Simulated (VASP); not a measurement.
# ZnSe (Stilleite) (F-43m) in VASP: a series of runs

Runs on ZnSe (Stilleite). Level: HSE06. Tasks: single point.

All numbers are computed with VASP 6.6.1; they aren't measurements. Logs are shortened: lines on timing, memory, paths and dates and some standing lists are left out, and cuts for length are marked.

## Step 1: The structure

The structure is cubic, space group F-43m (No. 216). The conventional cell has a = 5.668 Å, b = 5.668 Å, c = 5.668 Å, α = 90.00°, β = 90.00°, γ = 90.00°. Around Se (site symmetry -43m) lie 4 Zn at 2.45 Å. Zn (site symmetry -43m) is surrounded by 4 Se at 2.45 Å.

## Step 2: Single point, HSE06

Contents of POSCAR:

```
ZnSe
1.0
    0.0000000000      2.8338000000      2.8338000000
    2.8338000000      0.0000000000      2.8338000000
    2.8338000000      2.8338000000      0.0000000000
Se Zn
1 1
Direct
    0.7500000000      0.7500000000      0.7500000000
    0.0000000000      0.0000000000      0.0000000000
```

Contents of INCAR.step1:

```
SYSTEM = ZnSe
ALGO     = Normal         ! electronic algorithm
EDIFF    = 1E-5           ! SCF threshold, eV
ENCUT    = 500            ! plane-wave cutoff, eV
GGA      = PE             ! functional
ISIF     = 2              ! what is computed and relaxed
ISMEAR   = 0              ! smearing method
LASPH    = .TRUE.         ! aspherical terms in the spheres
LCHARG   = .FALSE.        ! write CHGCAR
LREAL    = .FALSE.        ! projectors in reciprocal space
LWAVE    = .TRUE.         ! write WAVECAR
NBANDS   = 17             ! bands
NELM     = 100            ! most SCF steps
NKRED    = 1            
PREC     = Accurate       ! precision mode
SIGMA    = 0.01           ! smearing width, eV
```

Contents of INCAR.step2:

```
SYSTEM = ZnSe
ALGO     = Normal         ! electronic algorithm
EDIFF    = 1E-6           ! SCF threshold, eV
ENCUT    = 500            ! plane-wave cutoff, eV
GGA      = PE             ! functional
HFSCREEN = 0.2            ! screening, 1/A
ISIF     = 2              ! what is computed and relaxed
ISMEAR   = 0              ! smearing method
ISTART   = 1            
LASPH    = .TRUE.         ! aspherical terms in the spheres
LCHARG   = .FALSE.        ! write CHGCAR
LHFCALC  = .TRUE.         ! exact exchange
LREAL    = .FALSE.        ! projectors in reciprocal space
LWAVE    = .FALSE.        ! write WAVECAR
NBANDS   = 17             ! bands
NELM     = 100            ! most SCF steps
NKRED    = 1            
PREC     = Accurate       ! precision mode
PRECFOCK = Fast         
SIGMA    = 0.01           ! smearing width, eV
```

Contents of KPOINTS:

```
k-points
0
G
  3 3 3
  0 0 0
```

Potentials or basis: VASP PAW PBE potentials, release 64 (Se, Zn).

On the command line:

```console
cat potpaw_PBE.64/Se/POTCAR potpaw_PBE.64/Zn/POTCAR > POTCAR
cp INCAR.step1 INCAR
mpirun -np 1 vasp_std > vasp.out
cp INCAR.step2 INCAR
mpirun -np 1 vasp_std > vasp.out
```

OUTCAR:

```text
SYSTEM = ZnSe
   EDIFF = 1E-6
   ENCUT = 500
   GGA = PE
   HFSCREEN = 0.2
   ISIF = 2
   ISMEAR = 0
   ISTART = 1
   LASPH = .TRUE.
   LHFCALC = .TRUE.
   LREAL = .FALSE.
   NELM = 100
   NKRED = 1
   PREC = Accurate
   PRECFOCK = Fast

 Found      4 irreducible k-points:

 Following reciprocal coordinates:
            Coordinates               Weight
  0.000000  0.000000  0.000000      1.000000
  0.333333  0.000000  0.000000      8.000000
  0.333333  0.333333  0.000000      6.000000
 -0.333333  0.333333  0.000000     12.000000
   k-points           NKPTS =      4   k-points in BZ     NKDIM =     27   number of bands    NBANDS=     17
   number of dos      NEDOS =    301   number of ions     NIONS =      2
   total plane-waves  NPLWV =  27000
   dimension x,y,z NGX =    30 NGY =   30 NGZ =   30
   dimension x,y,z NGXF=    60 NGYF=   60 NGZF=   60
   ions per type =               1   1
   NGX,Y,Z   is equivalent  to a cutoff of  12.44, 12.44, 12.44 a.u.
   NGXF,Y,Z  is equivalent  to a cutoff of  24.89, 24.89, 24.89 a.u.
 SYSTEM =  ZnSe
   PREC   = accura    normal or accurate (medium, high low for compatibility)
   ISTART =      1    job   : 0-new  1-cont  2-samecut
   ICHARG =      0    charge: 1-file 2-atom 10-const
   ISPIN  =      1    spin polarized calculation?
   LNONCOLLINEAR =      F non collinear calculations
   LSORBIT =      F    spin-orbit coupling
   LASPH  =      T    aspherical Exc in radial PAW
   ENCUT  =  500.0 eV  36.75 Ry    6.06 a.u.   7.31  7.31  7.31*2*pi/ulx,y,z
   NELM   =    100;   NELMIN=  2; NELMDL=  0     # of ELM steps
   EDIFF  = 0.1E-05   stopping-criterion for ELM
   LREAL  =      F    real-space projection
   EDIFFG = 0.1E-04   stopping-criterion for IOM
   NSW    =      0    number of steps for IOM
   IBRION =     -1    ionic relax: 0-MD 1-quasi-New 2-CG
   NFREE  =      0    steps in history (QN), initial steepest desc. (CG)
   ISIF   =      2    stress and relaxation
   ISYM   =      3    0-nonsym 1-usesym 2-fastsym
   POTIM  = 0.5000    time-step for ionic-motion
   TEBEG  =    0.0;   TEEND  =   0.0 temperature during run
   PSTRESS=    0.0 pullay stress
   NELECT =      18.0000    total number of electrons
   NUPDOWN=      -1.0000    fix difference up-down
   EMIN   =  10.00;   EMAX   =-10.00  energy-range for DOS
   EFERMI =   0.00;   METHOD = LEGACY
   ISMEAR =     0;   SIGMA  =   0.01  broadening in eV -4-tet -1-fermi 0-gaus
   EFERMI_NEDOS =   21; number of points for ismear=-14 and -15
   IALGO  =     38    algorithm
   IMIX   =      1    mixing-type and parameters
     AMIX     =   0.40;   BMIX     =  1.00
     AMIX_MAG =   1.60;   BMIX_MAG =  1.00
  volume/ion in A,a.u.               =      22.76       153.57
  Fermi-wavevector in a.u.,A,eV,Ry     =   1.201673  2.270834 19.647073  1.444019
  Thomas-Fermi vector in A             =   2.337476
   LORBIT       =      0    0 simple, 1 ext, 2 COOP (PROOUT), +10 PAW based schemes
   GGA     = PE    functional components
   LHFCALC =     T    Hartree Fock is set to
   PRECFOCK=fast      Normal, Fast or Accurate (Low or Medium for compatibility)
   ENCUT4O =  -1.0   cutoff for four orbital integrals eV
   NKREDX  =     1    reduce k-point grid by
   NKREDY  =     1    reduce k-point grid by
   NKREDZ  =     1    reduce k-point grid by
   AEXX    =    0.2500 exact exchange contribution
   HFSCREEN=    0.2000 screening length (either q_TF or 0.3 A-1)
   HFSCREENC=   0.2000 screening length for correlation (either q_TF or 0.3 A-1)
   ENCUTFOCK=  -1.0 apply spherical cutoff to Coloumb kernel
   IVDW    =     0    specifies the selected vdW correction
   LEPSILON=     F    determine dielectric tensor
   LRPA    =     F    only Hartree local field effects (RPA)
 non-spin polarized calculation
 Gauss-broadening in eV      SIGMA  =   0.01
  energy-cutoff  :      500.00
  volume of cell :       45.51
 maximum number of plane-waves:      1150
 NGX is ok and might be reduce to    30
  NGX = 16; NGY = 16; NGZ = 16

 number of electron      18.0000012 magnetization

 Free energy of the ion-electron system (eV)
  ---------------------------------------------------
  ext. energy  EPLUGINS =         0.00000000
  ---------------------------------------------------
  free energy    TOTEN  =        -7.21389663 eV

  energy without entropy =       -7.21389663  energy(sigma->0) =       -7.21389663

 E-fermi :   1.0569     XC(G=0):  -7.6880

 val. band max:        0.9885729220   @ k =   0.0000   0.0000   0.0000
 cond. band min:       3.4885936037   @ k =   0.0000   0.0000   0.0000
 fundamental gap:      2.5000206817
 Fermi energy:         1.0569418941

 k-point     1 :       0.0000    0.0000    0.0000
  band No.  band energies     occupation
      1     -13.3304      2.00000
      2      -7.2385      2.00000
      3      -7.2385      2.00000
      4      -7.2385      2.00000
      5      -6.9107      2.00000
      6      -6.9107      2.00000
[... 9 lines left out ...]
     16      13.7086      0.00000
     17      15.3139      0.00000

 k-point     2 :       0.3333    0.0000    0.0000
  band No.  band energies     occupation
      1     -12.7101      2.00000
      2      -7.1736      2.00000
      3      -7.1736      2.00000
      4      -6.9965      2.00000
      5      -6.9064      2.00000
      6      -6.9064      2.00000
[... 9 lines left out ...]
     16      13.3016      0.00000
     17      18.0621      0.00000

 k-point     3 :       0.3333    0.3333    0.0000
  band No.  band energies     occupation
      1     -12.5018      2.00000
      2      -7.1330      2.00000
      3      -7.0821      2.00000
      4      -7.0821      2.00000
      5      -6.8815      2.00000
      6      -6.8792      2.00000
[... 9 lines left out ...]
     16      17.7773      0.00000
     17      19.1345      0.00000

 k-point     4 :      -0.3333    0.3333    0.0000
  band No.  band energies     occupation
      1     -12.2515      2.00000
      2      -7.1253      2.00000
      3      -7.0784      2.00000
      4      -6.9521      2.00000
      5      -6.9050      2.00000
      6      -6.6243      2.00000
[... 9 lines left out ...]
     16      18.0568      0.00000
     17      18.6831      0.00000

------------------------ aborting loop because EDIFF is reached ----------------------------------------

  FORCE on cell =-STRESS in cart. coord.  units (eV):
  Direction    XX          YY          ZZ          XY          YZ          ZX
  --------------------------------------------------------------------------------------
  -------------------------------------------------------------------------------------
  Total        0.6650220      0.6650220      0.6650220     -0.0000000      0.0000000     -0.0000000
  in kB       23.4104083     23.4104083     23.4104083     -0.0000000      0.0000000     -0.0000000
  external PRESSURE =      23.4104083 kB  Pullay stress =       0.0000000 kB

 VOLUME and BASIS-vectors are now :
 -----------------------------------------------------------------------------
  energy-cutoff  :      500.00
  volume of cell :       45.51
      direct lattice vectors                 reciprocal lattice vectors
     0.000000000  2.833800000  2.833800000    -0.176441527  0.176441527  0.176441527
     2.833800000  0.000000000  2.833800000     0.176441527 -0.176441527  0.176441527
     2.833800000  2.833800000  0.000000000     0.176441527  0.176441527 -0.176441527

 POSITION                                       TOTAL-FORCE (eV/Angst)
 -----------------------------------------------------------------------------------
      4.25070      4.25070      4.25070         0.000000      0.000000      0.000000
      0.00000      0.00000      0.00000        -0.000000     -0.000000     -0.000000
 -----------------------------------------------------------------------------------
    total drift:                               -0.000271     -0.000221     -0.000185

  FREE ENERGIE OF THE ION-ELECTRON SYSTEM (eV)
  ---------------------------------------------------
  free  energy   TOTEN  =        -7.2138966319 eV

  energy  without entropy=       -7.2138966319  energy(sigma->0) =       -7.21389663
```

It took 22 s on 1 thread of Intel Xeon 6975P-C (Granite Rapids), shared host; peak memory 0.26 GiB.

These settings aren't checked as converged: the numbers below hold their error.

What came out:

- Free energy: -7.2139 eV
- Pressure: 2.3 GPa
- Band gap on the k mesh: 2.50 eV, direct

Caveat: the k mesh is coarse (spacing up to 0.64 Å⁻¹), so the values aren't converged, least of all with exact exchange; the PAW data sets were made with another functional, which shifts forces and pressure a little.

## Step 3: Single point, HSE06

POSCAR is that of step 2.

Edit INCAR.step1 of step 2 so:

```diff
@@ -3,3 +3,3 @@
 EDIFF    = 1E-5           ! SCF threshold, eV
-ENCUT    = 500            ! plane-wave cutoff, eV
+ENCUT    = 350            ! plane-wave cutoff, eV
 GGA      = PE             ! functional
@@ -13,3 +13,3 @@
 NELM     = 100            ! most SCF steps
-NKRED    = 1            
+NKRED    = 2            
 PREC     = Accurate       ! precision mode
```

Edit INCAR.step2 of step 2 so:

```diff
@@ -3,3 +3,3 @@
 EDIFF    = 1E-6           ! SCF threshold, eV
-ENCUT    = 500            ! plane-wave cutoff, eV
+ENCUT    = 350            ! plane-wave cutoff, eV
 GGA      = PE             ! functional
@@ -16,3 +16,3 @@
 NELM     = 100            ! most SCF steps
-NKRED    = 1            
+NKRED    = 2            
 PREC     = Accurate       ! precision mode
```

Contents of KPOINTS:

```
k-points
0
G
  4 4 4
  0 0 0
```

Potentials or basis: VASP PAW PBE potentials, release 64 (Se, Zn).

On the command line:

```console
cat potpaw_PBE.64/Se/POTCAR potpaw_PBE.64/Zn/POTCAR > POTCAR
cp INCAR.step1 INCAR
mpirun -np 1 vasp_std > vasp.out
cp INCAR.step2 INCAR
mpirun -np 1 vasp_std > vasp.out
```

It took 13 s on 1 thread of Intel Xeon 6975P-C (Granite Rapids), shared host; peak memory 0.24 GiB.

These settings aren't checked as converged: the numbers below hold their error.

What came out:

```yaml
Free_energy: -7.5810 eV
Pressure: 0.3 GPa
Band_gap_on_the_k_mesh: 2.85 eV, direct
```

Caveat: the k mesh is coarse (spacing up to 0.48 Å⁻¹), so the values aren't converged, least of all with exact exchange; the PAW data sets were made with another functional, which shifts forces and pressure a little.

## Step 4: Single point, HSE06

POSCAR is that of step 3.

Edit INCAR.step1 of step 3 so:

```diff
@@ -13,3 +13,3 @@
 NELM     = 100            ! most SCF steps
-NKRED    = 2            
+NKRED    = 1            
 PREC     = Accurate       ! precision mode
```

Edit INCAR.step2 of step 3 so:

```diff
@@ -16,5 +16,5 @@
 NELM     = 100            ! most SCF steps
-NKRED    = 2            
+NKRED    = 1            
 PREC     = Accurate       ! precision mode
-PRECFOCK = Fast         
+PRECFOCK = Normal       
 SIGMA    = 0.01           ! smearing width, eV
```

KPOINTS is that of step 3.

Potentials or basis: VASP PAW PBE potentials, release 64 (Se, Zn).

On the command line:

```console
cat potpaw_PBE.64/Se/POTCAR potpaw_PBE.64/Zn/POTCAR > POTCAR
cp INCAR.step1 INCAR
mpirun -np 1 vasp_std > vasp.out
cp INCAR.step2 INCAR
mpirun -np 1 vasp_std > vasp.out
```

OUTCAR:

```text
SYSTEM = ZnSe
   EDIFF = 1E-6
   ENCUT = 350
   GGA = PE
   HFSCREEN = 0.2
   ISIF = 2
   ISMEAR = 0
   ISTART = 1
   LASPH = .TRUE.
   LHFCALC = .TRUE.
   LREAL = .FALSE.
   NELM = 100
   NKRED = 1
   PREC = Accurate
   PRECFOCK = Normal

 Found      8 irreducible k-points:

 Following reciprocal coordinates:
            Coordinates               Weight
  0.000000  0.000000  0.000000      1.000000
  0.250000  0.000000  0.000000      8.000000
  0.500000  0.000000  0.000000      4.000000
  0.250000  0.250000  0.000000      6.000000
  0.500000  0.250000  0.000000     24.000000
 -0.250000  0.250000  0.000000     12.000000
   k-points           NKPTS =      8   k-points in BZ     NKDIM =     64   number of bands    NBANDS=     17
   number of dos      NEDOS =    301   number of ions     NIONS =      2
   total plane-waves  NPLWV =  13824
   dimension x,y,z NGX =    24 NGY =   24 NGZ =   24
   dimension x,y,z NGXF=    48 NGYF=   48 NGZF=   48
   ions per type =               1   1
   NGX,Y,Z   is equivalent  to a cutoff of   9.96,  9.96,  9.96 a.u.
   NGXF,Y,Z  is equivalent  to a cutoff of  19.91, 19.91, 19.91 a.u.
 SYSTEM =  ZnSe
   PREC   = accura    normal or accurate (medium, high low for compatibility)
   ISTART =      1    job   : 0-new  1-cont  2-samecut
[... 58 lines left out ...]
  ext. energy  EPLUGINS =         0.00000000
  ---------------------------------------------------
  free energy    TOTEN  =        -7.39034523 eV

  energy without entropy =       -7.39034523  energy(sigma->0) =       -7.39034523

 E-fermi :   1.0802     XC(G=0):  -7.7145

 val. band max:        0.9626494048   @ k =   0.0000   0.0000   0.0000
 cond. band min:       3.4061501242   @ k =   0.0000   0.0000   0.0000
 fundamental gap:      2.4435007194
 Fermi energy:         1.0801658560

 k-point     1 :       0.0000    0.0000    0.0000
  band No.  band energies     occupation
      1     -13.4042      2.00000
      2      -7.2146      2.00000
      3      -7.2146      2.00000
      4      -7.2146      2.00000
      5      -6.8847      2.00000
      6      -6.8847      2.00000
[... 97 lines left out ...]
      4      -6.9285      2.00000
      5      -6.8964      2.00000
      6      -6.7976      2.00000
[... 9 lines left out ...]
     16      16.5357      0.00000
     17      16.9320      0.00000

 [... further k-points ...]
[... 5 lines left out ...]
  --------------------------------------------------------------------------------------
  -------------------------------------------------------------------------------------
  Total        0.3272946      0.3272946      0.3272946      0.0000000      0.0000000     -0.0000000
  in kB       11.5215731     11.5215731     11.5215731      0.0000000      0.0000000     -0.0000000
  external PRESSURE =      11.5215731 kB  Pullay stress =       0.0000000 kB

 VOLUME and BASIS-vectors are now :
 -----------------------------------------------------------------------------
  energy-cutoff  :      350.00
  volume of cell :       45.51
      direct lattice vectors                 reciprocal lattice vectors
     0.000000000  2.833800000  2.833800000    -0.176441527  0.176441527  0.176441527
     2.833800000  0.000000000  2.833800000     0.176441527 -0.176441527  0.176441527
     2.833800000  2.833800000  0.000000000     0.176441527  0.176441527 -0.176441527

 POSITION                                       TOTAL-FORCE (eV/Angst)
 -----------------------------------------------------------------------------------
      4.25070      4.25070      4.25070        -0.000000     -0.000000      0.000000
      0.00000      0.00000      0.00000         0.000000      0.000000     -0.000000
 -----------------------------------------------------------------------------------
    total drift:                               -0.000183     -0.000181     -0.000127

  FREE ENERGIE OF THE ION-ELECTRON SYSTEM (eV)
  ---------------------------------------------------
  free  energy   TOTEN  =        -7.3903452307 eV

  energy  without entropy=       -7.3903452307  energy(sigma->0) =       -7.39034523
```

Run time: 2.3 min. Hardware: 1 thread of Intel Xeon 6975P-C (Granite Rapids), shared host; peak memory 0.24 GiB.

The run converged, but some of its settings lie outside the range that counts as converged, so its numbers aren't taken as properties of the crystal.

What came out:

```
Free energy            : -7.3903 eV
Pressure               : 1.2 GPa
Band gap on the k mesh : 2.44 eV, direct
```

Caveat: the k mesh is coarse (spacing up to 0.48 Å⁻¹), so the values aren't converged, least of all with exact exchange; the PAW data sets were made with another functional, which shifts forces and pressure a little.

[end of part 1 of 2]
